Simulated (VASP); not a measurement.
**VASP inputs for YN (strained rocksalt)**

INCAR

```
EDIFF = 1E-7
NSW = 0
LREAL = .FALSE.
NELM = 120
LELF = .TRUE.
ENCUT = 520
ISIF = 2
LCHARG = .TRUE.
IBRION = -1
LASPH = .TRUE.
ISMEAR = -1
LWAVE = .FALSE.
PREC = Accurate
SIGMA = 0.02
GGA = PE
NBANDS = 15
```

KPOINTS

```
KPOINTS created by Atomic Simulation Environment
0
Gamma
10 10 10
0 0 0
```

KPOINTS_OPT

```
special points
7
Reciprocal
0.0000000000 0.0000000000 0.0000000000 1
0.5000000000 0.0000000000 0.5000000000 1
0.6250000000 0.2500000000 0.6250000000 1
0.3750000000 0.3750000000 0.7500000000 1
0.5000000000 0.5000000000 0.5000000000 1
0.5000000000 0.2500000000 0.7500000000 1
0.0000000000 0.5000000000 0.5000000000 1
```

POSCAR

```
Y  N
 1.0000000000000000
     0.0000000000000000    2.3990871798000000    2.3990871798000000
     2.3990871798000000    0.0000000000000000    2.3990871798000000
     2.3990871798000000    2.3990871798000000    0.0000000000000000
 Y   N
   1   1
Cartesian
  0.0000000000000000  0.0000000000000000  0.0000000000000000
  2.3990871797999995  2.3990871797999995  2.3990871797999995
```

VASP ran with the recommended PBE PAW datasets (16 valence electrons in the cell).

Predict the results.

gap between bands v and c 0.08 eV; least direct gap 0.42 eV; pressure 12.0 GPa.

Band v is the last that the valence electrons fill when counted band by band, and c is the next. Levels in eV from the top of v:

```
point    v−1      v     c   c+1
    Γ   0.00   0.00  3.23  3.23
    X  -0.34  -0.34  0.08  7.22
    K  -1.51  -1.36  2.50  6.57
    L  -2.40  -2.40  5.99  6.71
    W  -1.50  -1.50  4.14  4.14
```
